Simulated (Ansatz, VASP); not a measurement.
**One calculation of NaCl, two programs**

```xyz
2
Lattice="0.0000 2.8127 2.8127 2.8127 0.0000 2.8127 2.8127 2.8127 0.0000" Properties=species:S:1:pos:R:3 pbc="T T T"
Na    0.0000    0.0000    0.0000
Cl    2.8127    2.8127    2.8127
```

Change from the starting cell: volume scaled by 0.98.

Alike in both runs: task single point; functional PBE; k mesh 7 × 7 × 7; occupations fermi-dirac, width 0.03 eV; no spin polarisation.

```csv
,VASP,Ansatz
version,VASP 6.6.1,Ansatz 0.2.0
potentials or method,"VASP PAW PBE potentials, release 64 (Na_pv, Cl), cutoff 520 eV","all-electron LAPW, scalar-relativistic"
```

Ansatz gave:

| Item | Value |
| --- | --- |
| gap on the k mesh at the Fermi level (eV) | 5.14 |
| pressure (GPa) | 1.0 |

**Question.** Which values does VASP return?

**Answer.** gap on the k mesh at the Fermi level (eV): 5.14; pressure (GPa): 0.9.

Ansatz ran all-electron here, so the differences hold the error of VASP's frozen core and of both bases.
